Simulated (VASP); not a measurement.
# Ca: relaxation of the atoms with BEEF-vdW

Crystal: Ca.

```xyz
1
Lattice="-2.1869 2.2179 2.2802 2.1343 -2.2551 2.2647 2.2391 2.3073 -2.3173" Properties=species:S:1:pos:R:3 pbc="T T T"
Ca    0.0337    0.0116    0.0187
```

The cell isn't the ideal one: cell strained at random at fixed volume.

```json
{"Program": "VASP 6.6.1", "Task": "relaxation of the atoms", "Functional": "BEEF-vdW", "Potentials or basis": "VASP PAW PBE potentials, release 54 (Ca_pv)", "Cutoff": "500 eV", "k mesh": "8 × 8 × 8", "Occupations": "gaussian, width 0.05 eV", "Spin": "no spin polarisation", "Further INCAR settings": "ALGO = Fast; EDIFF = 1e-07; IBRION = 2; EDIFFG = -0.01; NSW = 60"}
```

The pressure after relaxing is -0.6 GPa. The band gap on the k mesh is none (metal or under the smearing width).

Stress tensor (GPa, compression positive):
```
-0.74 -0.24  0.25
-0.24 -0.61  0.23
 0.25  0.23 -0.60
```

Final structure:
```
Ca
1.0
    -2.18690    2.21794    2.28018
     2.13426   -2.25510    2.26470
     2.23912    2.30732   -2.31734
Ca
1
Direct
  0.00675 0.01197 0.01025
```

Levels at points of the mesh, in eV from the Fermi level:
| k point | band 1 | band 2 | band 3 | band 4 | band 5 | band 6 | band 7 | band 8 |
| --- | --- | --- | --- | --- | --- | --- | --- | --- |
| (0.00, 0.00, 0.00) | -23.44 | -23.44 | -23.43 | -3.89 | 2.08 | 2.22 | 2.35 | 3.08 |
| (0.50, 0.00, 0.00) | -23.55 | -23.48 | -23.43 | -0.82 | -0.10 | 1.48 | 2.94 | 3.32 |
| (0.00, 0.50, 0.00) | -23.55 | -23.48 | -23.43 | -0.73 | 0.04 | 1.30 | 3.06 | 3.41 |
| (0.50, 0.50, 0.00) | -23.55 | -23.48 | -23.44 | -0.72 | 0.06 | 1.28 | 3.08 | 3.41 |
| (0.00, 0.00, 0.50) | -23.54 | -23.47 | -23.44 | -0.82 | -0.10 | 1.26 | 3.17 | 3.50 |
| (0.50, 0.00, 0.50) | -23.54 | -23.47 | -23.44 | -0.83 | -0.11 | 1.28 | 3.14 | 3.49 |
| (0.00, 0.50, 0.50) | -23.54 | -23.47 | -23.43 | -0.89 | -0.20 | 1.46 | 2.99 | 3.39 |
| (0.50, 0.50, 0.50) | -23.52 | -23.52 | -23.50 | 0.10 | 0.18 | 3.53 | 3.60 | 3.77 |

Wall time 2.8 min on 1 thread of Intel(R) Xeon(R) Platinum 8375C CPU @ 2.90GHz (Ice Lake) (shared host), peak memory 0.4 GiB.

Caveat: the relaxation stopped at its first step, so nothing moved; the PAW data sets were made with another functional, which shifts forces and pressure a little.
